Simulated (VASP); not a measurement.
Runs of VASP 6.6.1 on Cu3Au (Auricupride). The structure is cubic, space group Pm-3m (No. 221). The conventional cell has a = 3.740 Å, b = 3.740 Å, c = 3.740 Å, α = 90.00°, β = 90.00°, γ = 90.00°. Au (site symmetry m-3m) has 12 Cu at 2.64 Å as nearest neighbours. Cu (site symmetry 4/mmm) has 4 Au at 2.64 Å and 8 Cu at 2.64 Å as nearest neighbours. 

| task | level | cell | cutoff (eV) | smearing | gap on the mesh (eV) | pressure (GPa) | relaxed volume (Å³/atom) |
| --- | --- | --- | --- | --- | --- | --- | --- |
| single point | PBE | as given | 520 | gaussian 0.026 eV | none | (a) | - |
| relaxation of cell and atoms | BLYP+D3(BJ) | relaxed | 600 | fermi-dirac 0.05 eV | none | 0.0 | 12.86 |
| relaxation of cell and atoms | BLYP+D4 | relaxed | 600 | fermi-dirac 0.05 eV | none | 0.0 | 13.24 |
| relaxation of cell and atoms | BLYP+D3 | relaxed | 600 | fermi-dirac 0.05 eV | none | 0.0 | 13.15 |

Alike in all rows: potentials or basis VASP PAW PBE potentials, release 64 (Au, Cu); no spin polarisation; k mesh 7 × 7 × 7.

Question: Estimate the missing entries.

Answer: (a) 5.5.

Caveats: the PAW data sets were made with another functional, which shifts forces and pressure a little (some runs); pairwise dispersion overbinds metals, which lowers pressure and volume (some runs).

A k mesh can miss the band edges, and the runs leave out spin-orbit coupling on Au.

A gap of «none» marks a metal or a gap under the smearing width.
